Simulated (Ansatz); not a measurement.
# Cu: the cost of one run

Computed with Ansatz 0.2.0 (DFT PBE, scalar-relativistic, plane waves, PAW, unless a step's input says otherwise).

3 further runs of the same task are left out: 1 that didn't finish, 2 set aside as unsound or not needed.

## 1. The structure to begin with

It takes space group Fm-3m (No. 225, cubic). Conventional cell: a = 3.630 Å, b = 3.630 Å, c = 3.630 Å, α = 90.00°, β = 90.00°, γ = 90.00°. Cu (site symmetry m-3m) has 12 Cu at 2.57 Å as nearest neighbours.

Coordinates:

```
Cu
1.0
     0.00000    1.81487    1.81487
     1.81487    0.00000    1.81487
     1.81487    1.81487    0.00000
Cu
1
Direct
  0.00000 0.00000 0.00000
```

This cell was relaxed beforehand with the same method: volume 11.96 Å³/atom, gap on the mesh none (metal).

## 2. Bands, states and charges

The input, input.yaml:

```yaml
crystal:
  lattice:
    - [0.0, 1.8148741505, 1.8148741505]
    - [1.8148741505, 0.0, 1.8148741505]
    - [1.8148741505, 1.8148741505, 0.0]
  atoms:
    - { symbol: Cu, position: [0.0, 0.0, 0.0] }
basis:
  ecutwfc: 420
kpoints:
  mp_grid: { grid: [20, 20, 20] }
  band_path:
    path:
      - [[0.0, 0.0, 0.0], [0.5, 0.0, 0.5], [0.625, 0.25, 0.625]]
      - [[0.375, 0.375, 0.75], [0.0, 0.0, 0.0], [0.5, 0.5, 0.5], [0.5, 0.25, 0.75], [0.5, 0.0, 0.5]]
    npoints: 14
hamiltonian:
  xc: pbe
scf:
  occupations: { method: gaussian, width: 0.1 }
  n_extra_bands: 6
output:
  forces: true
  stress: true
  eigenvalues: true
  populations: true
  dos: { projected: true, de: 0.02, nscf_kmesh: { grid: [30, 30, 30] } }
  bader: true
  write_density: true
  write_potential: true
  elf: true
  volumetric_format: npy
```

Launch:

```
ansatz run input.yaml --threads 1 --pin off --max-ram 2560MiB --backend cpu --events-out ev --progress --plain --runs-dir out
```

What time and memory should one allow on 1 thread of Intel Xeon Platinum 8259CL at 2.50GHz (Skylake/Cascade Lake), shared host?

About 25 s, with a peak of 0.37 GiB.
